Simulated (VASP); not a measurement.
# SnSe2: single point with PBE

SnSe2:

```
CELL_PARAMETERS angstrom
3.87994 0.00000 0.00000
-1.93997 3.36013 0.00000
0.00000 0.00000 6.55010
ATOMIC_POSITIONS crystal
Sn 0.00000 0.00000 0.00000
Se 0.66667 0.33333 0.75710
Se 0.33333 0.66667 0.24290
```

The cell is a database's computed one.

| Item | Value |
| --- | --- |
| Program | VASP 6.6.1 |
| Task | single point |
| Functional | PBE |
| Potentials or basis | VASP PAW PBE potentials, release 64 (Sn_d, Se) |
| Cutoff | 520 eV |
| k mesh | 10 × 10 × 5 |
| Occupations | gaussian, width 0.05 eV |
| Spin | no spin polarisation |

* Pressure: 0.2 GPa
* Largest force: 0.006 eV/Å
* Band gap on the k mesh: 0.69 eV, indirect (least direct gap 1.14 eV)

Forces in eV/Å, atoms in the order of the input:
```
Sn   0.000  0.000  0.000
Se   0.000  0.000 -0.006
Se   0.000  0.000  0.006
```

Stress tensor (GPa, compression positive):
```
0.04 0.00 0.00
0.00 0.04 0.00
0.00 0.00 0.39
```

Levels at points of the mesh, in eV from the valence-band top:
| k point | band 9 | band 10 | band 11 | band 12 | band 13 | band 14 | band 15 | band 16 | band 17 | band 18 |
| --- | --- | --- | --- | --- | --- | --- | --- | --- | --- | --- |
| (0.00, 0.00, 0.00) | -0.49 | -0.49 | -0.23 | -0.18 | -0.18 | 0.96 | 3.07 | 4.59 | 4.59 | 7.76 |
| (0.50, 0.00, 0.00) | -4.10 | -2.52 | -2.24 | -0.94 | -0.24 | 1.04 | 3.81 | 5.42 | 5.60 | 6.55 |

Wall time 68 s on 1 thread of Intel(R) Xeon(R) Platinum 8488C (Sapphire Rapids) (shared host), peak memory 0.25 GiB.

Caveat: spin-orbit coupling is left out, which moves the levels of the heavy elements; an odd mesh through Γ misses points on the zone boundary, where band edges often lie; this functional lacks dispersion, which binds the layers, so the pressure and a relaxed spacing across them are unreliable.
